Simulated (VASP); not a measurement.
**InO: equation of state with PBEsol**

Slab: InO, a slab with vacuum.

```
In O
1.0
     3.45361    0.00000    0.00000
    -1.72681    2.99092    0.00000
     0.00000    0.00000   15.87710
In O
2 2
Direct
  0.66667 0.33333 0.40998
  0.66667 0.33333 0.59002
  0.00000 0.00000 0.36013
  0.00000 0.00000 0.63987
```

```
Program             : VASP 6.6.1
Task                : equation of state
Functional          : PBEsol
Potentials or basis : VASP PAW PBE potentials, release 64 (In_d, O)
Cutoff              : 520 eV
k mesh              : 9 × 9 × 2
Occupations         : fermi-dirac, width 0.05 eV
Spin                : no spin polarisation
```

* Equilibrium volume: 39.37 Å³/atom
* Bulk modulus at fixed shape and positions: 44 GPa
* Pressure derivative of the bulk modulus: 4.8

Energy against volume, from the lowest point:
```
volume (Å³/atom)  energy (meV/atom)
          38.540               2.52
          39.360               0.00
          40.181               2.18
          41.001               8.52
          41.821              18.56
          42.641              31.86
          43.461              48.06
```

All runs of the series together: 10 min on 1 thread of Intel(R) Xeon(R) 6975P-C (Granite Rapids), on a shared host.

Caveat: the cell was scaled at fixed shape and fractional positions, which overstates the stiffness of a crystal with free parameters, most of all of layers and chains; the PAW data sets were made with another functional, which shifts forces and pressure a little.
